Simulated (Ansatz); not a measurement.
The system is SnSe2.

```
Sn Se
1.0
     3.81100    0.00000    0.00000
    -1.90550    3.30042    0.00000
     0.00000    0.00000    6.13600
Sn Se
1 2
Direct
  0.00000 0.00000 0.00000
  0.66667 0.33333 0.75100
  0.33333 0.66667 0.24900
```

Program: Ansatz 0.2.0. Alike in all runs: task band structure; potentials or basis Ansatz PAW; no spin polarisation; cell as given; k mesh 8 × 8 × 5; smearing fermi-dirac 0.05 eV.

Q: Order these runs on this cell by their pressure, lowest first.
A. level LDA; cutoff (eV) 420
B. level r2SCAN; cutoff (eV) 500
C. level PBE; cutoff (eV) 420

A: A (0.8 GPa), B (3.6 GPa), C (5.5 GPa).

Caveats: the PAW data sets come from PBE, with cores solved anew for the run's functional, which leaves a small shift of forces and pressure (some runs); this functional lacks dispersion, which binds the layers, so the pressure and a relaxed spacing across them are unreliable (some runs).
